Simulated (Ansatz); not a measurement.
# A convergence test on BN (Qingsongite): k mesh of the hybrid

How far can the k mesh of the hybrid be lowered for the gap of BN (Qingsongite)?

Program: Ansatz 0.2.0. Level of theory: DFT, HSE06, plane waves, PAW; PAW set soft_1. Results are calculated unless marked as measured.

### 1. The structure

The structure is cubic, space group F-43m (No. 216). Conventional cell: a = 3.615 Å, b = 3.615 Å, c = 3.615 Å, α = 90.00°, β = 90.00°, γ = 90.00°. Nearest to B lie 4 N at 1.57 Å. Nearest to N lie 4 B at 1.57 Å. Farther neighbours and most contacts between anions are not listed.

The cell and positions come from the Crystallography Open Database and are kept as given unless a step says otherwise.

### 2. k mesh of the hybrid: 4×4×4

The input, input.yaml:

```yaml
crystal:
  lattice:
    - [0.0, 1.8075, 1.8075]
    - [1.8075, 0.0, 1.8075]
    - [1.8075, 1.8075, 0.0]
  atoms:
    - { symbol: B, position: [0.0, 0.0, 0.0] }
    - { symbol: "N", position: [0.25, 0.25, 0.25] }
kpoints:
  mp_grid: { grid: [4, 4, 4] }
  band_path:
    path:
      - [0.0, 0.0, 0.0]
      - [-0.5, -0.5, 0.0]
      - [-0.375, -0.375, 0.25]
      - [-0.375, 0.0, 0.375]
      - [0.0, 0.0, 0.5]
      - [-0.5, -0.25, 0.25]
    npoints: 1
hamiltonian:
  xc: hse06
  pseudopotentials: { kind: paw, azcp: { folder: soft_1 } }
scf:
  occupations: { method: fixed }
  n_extra_bands: 4
output:
  eigenvalues: true
```

On the command line:

```sh
> ansatz run input.yaml --threads 3 --pin off --max-ram 92160MiB --backend cuda --events-out ev --progress --plain --runs-dir out --devices 1 --max-vram 13GiB
```

Numbers of over 12 decimals in the logs are rounded to 6 here.

Log:

```text
scf.n_extra_bands = 4 over 4 filled bands (N_el = 8.0): the run solves 8 bands
exact exchange: scf.exx.singularity resolves to wigner_seitz, which cuts the screened interaction at the faces of the exchange supercell's Wigner-Seitz cell, so that each pair interacts once, at the shortest of its separations (the periodic images that this leaves out come, for a point-like exchange hole, to about 0.011 eV on a filled level). The cut falls within the interaction's reach, and what an exchange supercel [...]
GPUs: using 1 of 1 available (devices: 1).
Engine: ansatz 0.2.0, x86_64-unknown-linux-gnu
Pseudopotentials: kind: paw
Pseudopotential: B, paw, valence charge 3, recommended cutoff 420 eV (normal), soft_1/B.paw.azcp
Pseudopotential: N, paw, valence charge 5, recommended cutoff 420 eV (normal), soft_1/N.paw.azcp
Functional definition: HSE06
  parameter a = 0.25
  parameter omega = 0.11/bohr
  exchange = pbe_x - a*pbe_x_sr(omega) + a*exact_x_sr(omega)
  correlation = pbe_c
davidson cushion auto → on  (no smearing: the cushion is to keep the highest requested band from converging to the state above it; pin scf.eigensolver.cushion to override)
device memory: the entry about to start is reckoned to put 0.7 GiB on a device that reports 39.4 GiB free (of which the cap on the GPU budget leaves the run 13.0 GiB)
GPU FFT provider: cuFFT
GPU libraries: cuBLAS 13.8.2, cuFFT 12.4.0, cuSOLVER 12.3.4
Crystal: 2 atoms, lattice volume = 11.810 Å³
Basis set: ecut = 420 eV, 259 PW (Γ)
Bands: 8, of which v1, the nominal top of the filled ones, is band 4 counted from 1 (3 counted from 0)
Symmetry: 24 space group operations
Space group: F-43m (ITA 216), of the structure as read, at distance tolerance 2.3e-5 Å
k-points: 8 of 64 (time reversal used)
Non-local potential: B, projectors of the file, l = 0: 2, l = 1: 2, l = 2: 1
Non-local potential: N, projectors of the file, l = 0: 2, l = 1: 2, l = 2: 1
PAW form: soft (Blöchl's): semilocal exchange-correlation on the pseudo side does not see the compensation charge
PAW frozen core: B, regenerated for the run's functional, and the local potential with it (the file was generated under x = pbe(κ = 0.804, μ = 0.219515), c = pbe(β = 0.066725))
PAW frozen core: N, regenerated for the run's functional, and the local potential with it (the file was generated under x = pbe(κ = 0.804, μ = 0.219515), c = pbe(β = 0.066725))
PAW one-centre angular grid: B, 110 points (default); XC on 64 Gauss nodes
PAW one-centre angular grid: N, 110 points (default); XC on 64 Gauss nodes
Initial density: superposition of atomic densities (chi_scale 0.1, normalization cell, long waves kept (reshape's long-wave potential 0.00 eV rms))
Initial wavefunctions: pseudopotential atomic-orbital guess
GPU buffer pool allocated for 5832 grid points (all kernels)
GPU transforms: local potential and band sums: pruned to the plane-wave sphere, on 18×18×18
Functional: x = pbe(κ = 0.804, μ = 0.219515), c = pbe(β = 0.066725), warm-up for x = pbe(κ = 0.804, μ = 0.219515) + 0.25 (exact − pbe) at short range (hse, ω = 0.207870 Å⁻¹), c = pbe(β = 0.066725); HSE06 as pw.x's `hse` composes it (authors' and Libxc's form: `xc: wpbeh`)
SCF iter   1: F=—  HF=-542.878291 eV  |F-HF|=—  |Δ(HF+E_count)|=         —  Δρ=1.47e-1  dr2=2.08e0  ethr=1.00e-1  ⟨swp⟩=3.5  Hψ=230  notcnv=0
preconditioner: auto → none  [insulator: Δε(μ)=5.732 eV  Ē_g=20.275 eV  n_scr=0 (ndim 8)  ℏωp=30.6 eV  f_vac=0.000]
SCF iter   2: F=—  HF=-542.258150 eV  |F-HF|=—  |Δ(HF+E_count)|=   6.20e-1  Δρ=6.40e-2  dr2=2.64e-1  ethr=2.60e-2  ⟨swp⟩=2.4  Hψ=164  notcnv=0
SCF iter   3: F=—  HF=-542.207692 eV  |F-HF|=—  |Δ(HF+E_count)|=   5.05e-2  Δρ=2.31e-2  dr2=3.72e-2  ethr=3.30e-3  ⟨swp⟩=2.0  Hψ=160  notcnv=0
iter 4 solved again at ethr=5.23e-6 eV; its pass at ethr=4.65e-4 eV (dr2=4.19e-4 eV) is discarded
SCF iter   4: F=-542.205268 eV  HF=-542.205153 eV  |F-HF|=1.15e-4  |Δ(HF+E_count)|=   2.54e-3  Δρ=3.13e-3  dr2=4.05e-4  ethr=5.23e-6  ⟨swp⟩=3.0  Hψ=343  notcnv=0
[...]
Frozen-core exchange: fock
SCF iter   1: F=—  HF=-542.385829 eV  |F-HF|=—  |Δ(HF+E_count)|=         —  Δρ=1.20e-2  dr2=8.05e-3  ethr=5.06e-5  ⟨swp⟩=4.2  Hψ=280  notcnv=0
preconditioner: auto → none  [insulator: Δε(μ)=5.752 eV  Ē_g=22.572 eV  n_scr=0 (ndim 8)  ℏωp=30.6 eV  f_vac=0.000]
SCF iter   2: F=—  HF=-542.383052 eV  |F-HF|=—  |Δ(HF+E_count)|=   2.78e-3  Δρ=5.67e-3  dr2=1.42e-3  ethr=5.06e-5  ⟨swp⟩=2.5  Hψ=167  notcnv=0
SCF iter   3: F=—  HF=-542.384549 eV  |F-HF|=—  |Δ(HF+E_count)|=   1.50e-3  Δρ=9.95e-4  dr2=6.03e-5  ethr=1.60e-5  ⟨swp⟩=2.5  Hψ=165  notcnv=0
SCF iter   4: F=-542.384530 eV  HF=-542.384530 eV  |F-HF|=1.53e-7  |Δ(HF+E_count)|=   1.90e-5  Δρ=7.12e-5  dr2=1.48e-6  ethr=6.62e-7  ⟨swp⟩=2.5  Hψ=167  notcnv=0
SCF 2 stopped early in 4 iterations: F = -542.384530 eV  dr2 = 1.48e-6
  greatest PAW one-centre occupation: 0.790 electrons in one spin orbital (limit 2), on the N atom at site 1 (counted from 0), in its partial waves of l = 0
hybrid outer 1: dexx = +2.061e-3 eV, tail = 7.38e-6 eV
GPU FFT provider: cuFFT
GPU libraries: cuBLAS 13.8.2, cuFFT 12.4.0, cuSOLVER 12.3.4
GPU buffer pool allocated for 5832 grid points (all kernels)
GPU transforms: local potential and band sums: pruned to the plane-wave sphere, on 18×18×18
Exchange kernel: α = 0.2500, screened, ω = 0.2079 Å⁻¹, Wigner–Seitz truncation, v(0) = 870.6350 eV·Å³, q-mesh 4×4×4, nearest image of the exchange supercell L = 10.22 Å, pair-density grid 12×12×12, without the augmentation charges, whose exchange is taken in its separable form by FFT convolution over the k-point mesh (sized by the pseudopotential files, 15×15×15 at the most), smooth part of the exact exchange by density-matrix convolution in up to 172.2 MiB of GPU memory as planned if the GPU has room (build and FFT work areas not counted)
Frozen-core exchange: fock
SCF iter   1: F=—  HF=-542.384550 eV  |F-HF|=—  |Δ(HF+E_count)|=         —  Δρ=6.82e-5  dr2=3.32e-7  ethr=4.61e-7  ⟨swp⟩=2.5  Hψ=167  notcnv=0
preconditioner: auto → none  [insulator: Δε(μ)=5.794 eV  Ē_g=22.565 eV  n_scr=0 (ndim 8)  ℏωp=30.6 eV  f_vac=0.000]
iter 2 solved again at ethr=3.79e-11 eV; its pass at ethr=3.48e-9 eV (dr2=3.03e-9 eV) is discarded
SCF iter   2: F=-542.384550 eV  HF=-542.384550 eV  |F-HF|=4.36e-9  |Δ(HF+E_count)|=   6.24e-8  Δρ=1.11e-5  dr2=1.13e-8  ethr=3.79e-11  ⟨swp⟩=3.0  Hψ=373  notcnv=0
SCF 3 converged in 2 iterations: F = -542.384550 eV  dr2 = 1.13e-8
hybrid outer 2: dexx = +9.485e-8 eV, tail = 2.73e-8 eV, Δε = 1.65e-3 eV (about 1.25e-4 eV left of the loop's levels)
device memory: the entry about to start is reckoned to put 0.2 GiB on a device that reports 36.3 GiB free (of which the cap on the GPU budget leaves the run 13.0 GiB)
NSCF: frozen V_eff on 6 k-points
hybrid SCF converged: 2 outer / 6 inner (+4 warm-up), last move |dexx| = 9.48e-8 eV, tail = 2.73e-8 eV
Stability not checked: this state was not tested for a lower state beside it, because the functional holds exact exchange (a hybrid, or Hartree-Fock), whose exchange loop this test does not read (fock_operator; see scf.lower_state_search)
Free energy (F): -542.384550 eV
Frozen-core exchange: fock
Harris-Foulkes:  -542.384550 eV  (|F-HF|=4.36e-9)
Internal energy: -542.384550 eV  (E = F + TS)
E sigma→0 (E₀):  -542.384550 eV
Fermi energy:    10.320281 eV
--- Per-component energies (eV) ---
  E_band       = 13.952548
  E_kinetic    = 183.928622
  E_local      = -158.265588  (includes V_loc(G=0)·N_el)
  E_nonlocal   = 41.201972
  E_hartree    = 49.193124
  E_xc         = -75.482638
  E_vxc        = -92.431565  (∫ρ·V_xc dr)
  E_exx        = -19.575658  (= α·E_x^exact, valence–valence)
  E_paw        = -204.966002  (= ΣΔE_a)
  E_vpaw       = -19.717192  (= ΣTr[D̂ρ^β])
  E_aug_tail   = 0.000970  (compensation charges beyond the density's cutoff)
  E_ewald      = -358.384650
  E_core_change = -0.034703  (= ΣΔE_core)
  E_smearing   = -0.000000  (= −TS)
  E_closure    = 0.000000  (closes the sum)
  Σ components = -542.384550   (vs F -542.384550, Δ=1.14e-13)
--- Band table (eV; the first three rows and the last of 8) ---
  k-point 0: bands = ["-11.7689", "10.3203", "10.3203", "10.3203", "20.8842", "20.8842", "20.8842", "22.4537"]
  k-point 1: bands = ["-10.1738", "4.3787", "9.1100", "9.1100", "21.6757", "22.5055", "22.5055", "25.9769"]
  k-point 2: bands = ["-7.2402", "-1.2959", "8.2162", "8.2162", "22.1711", "22.8446", "22.8446", "27.7056"]
  k-point 7: bands = ["-5.4356", "1.9942", "2.7987", "3.3558", "21.5604", "25.6794", "26.5920", "27.1798"]
```

The job ended after 11 s (1 × NVIDIA H100 80GB HBM3 (shared by 6 runs) with 3 threads of AMD EPYC 7R13 (Zen 3), shared host; peak memory 1 GiB).

This step gave:

```yaml
gap: 5.794 eV
valence_top_at: Γ
conduction_bottom_at: X
least_direct_gap: 10.56 eV
exact_exchange_fraction: 0.25
```

The gap is indirect, with the least direct gap 4.77 eV higher.

### 3. k mesh of the hybrid: 6×6×6

Changes to input.yaml since step 2:

```diff
@@ -9,3 +9,3 @@
 kpoints:
-  mp_grid: { grid: [4, 4, 4] }
+  mp_grid: { grid: [6, 6, 6] }
   band_path:
```

Log:

```text
[...]
GPUs: using 1 of 1 available (devices: 1).
[...]
GPU FFT provider: cuFFT
GPU libraries: cuBLAS 13.8.2, cuFFT 12.4.0, cuSOLVER 12.3.4
Crystal: 2 atoms, lattice volume = 11.810 Å³
Basis set: ecut = 420 eV, 259 PW (Γ)
Bands: 8, of which v1, the nominal top of the filled ones, is band 4 counted from 1 (3 counted from 0)
Symmetry: 24 space group operations
[...]
k-points: 16 of 216 (time reversal used)
[...]
SCF 3 converged in 2 iterations: F = -542.452661 eV  dr2 = 1.12e-8
[...]
NSCF: frozen V_eff on 6 k-points
[...]
Free energy (F): -542.452661 eV
Frozen-core exchange: fock
[...]
Internal energy: -542.452661 eV  (E = F + TS)
E sigma→0 (E₀):  -542.452661 eV
Fermi energy:    10.307329 eV
[...]
--- Band table (eV; the first three rows and the last of 16) ---
[...]
```

The job ended after 12 s (1 × NVIDIA H100 80GB HBM3 (shared by 6 runs) with 3 threads; peak memory 1 GiB; 7.8 s of CPU time).

Numbers from this step:

```yaml
gap: 5.785 eV
valence_top_at: Γ
conduction_bottom_at: X
least_direct_gap: 10.56 eV
```

The gap is 5.785 eV, −0.009 eV from the run before at this level.

### 4. The series

Differences are against the last row; a negative gap means that bands overlap, and a run with a band path holds that path's time. Times are wall times on 1 × NVIDIA H100 80GB HBM3 (shared by 6 runs) with 3 threads of AMD EPYC 7R13 (Zen 3), shared host, good to a factor of about two.

```
k mesh of the hybrid  gap (eV)  direct gap (eV)  gap error (eV)  energy error (meV/atom)  irreducible k  time
               4×4×4     5.794           10.564          +0.009                    +34.1              8  11 s
               6×6×6     5.785           10.563          +0.000                     +0.0             16  12 s
```

### 5. What came out

```json
{
  "4×4×4": "5.794 eV",
  "6×6×6": "5.785 eV"
}
```

The gap holds to 0.02 eV from 4×4×4 on, the cheapest setting tried. At 4×4×4 the gap is off by +0.009 eV and the energy by +34 meV/atom. The gap is read over the mesh and added points near the edges, so meshes differ mainly through the density and, for a hybrid, the exchange operator.

[Paths, hosts, dates, memory and timing lines, banners, echoed tables and standing remarks are left out of the program output.]

[Logs are printed without paths, hosts, clocks, repeated set-up lines and the standing remarks that a program may print on its own settings, such as how far it seeks lower states.]

[Runs of the session that timed out or met a known fault of the program may be left out.]

[Cells called generated may have been cut or substituted from an entry of the Crystallography Open Database or the Materials Project.]

[Hosts, paths, dates, database ids (printed as entryN), source tags and the programs' standing remarks are cut or masked in the printed files.]
